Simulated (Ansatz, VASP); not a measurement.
**B in VASP and in Ansatz**

```xyz
3
Lattice="2.8898 0.0000 0.0000 -1.4449 2.5027 0.0000 0.0000 0.0000 2.8430" Properties=species:S:1:pos:R:3 pbc="T T T"
B     0.0000    0.0000    0.0000
B     0.0000    1.6684    1.4215
B     1.4449    0.8342    1.4215
```

Alike in both runs: task single point; functional PBEsol; k mesh 14 × 14 × 13; occupations fermi-dirac, width 0.1 eV; no spin polarisation.

```csv
,VASP,Ansatz
version,VASP 6.6.1,Ansatz 0.2.0
potentials or method,"VASP PAW PBE potentials, release 64 (B)","plane waves (420 eV) with PAW, scalar-relativistic"
plane-wave cutoff (eV),520,420
valence electrons in the cell,9,9
```

Ansatz gave:

```
pressure (GPa)                                  : -8.6
largest component of the traceless stress (GPa) : 2.89
```

Estimate VASP's values.

pressure (GPa): -8.4; largest component of the traceless stress (GPa): 2.69.

Ansatz warned: «pseudo_functional_mismatch».

Caveats: the PAW data sets were made with another functional, which shifts forces and pressure a little (VASP).
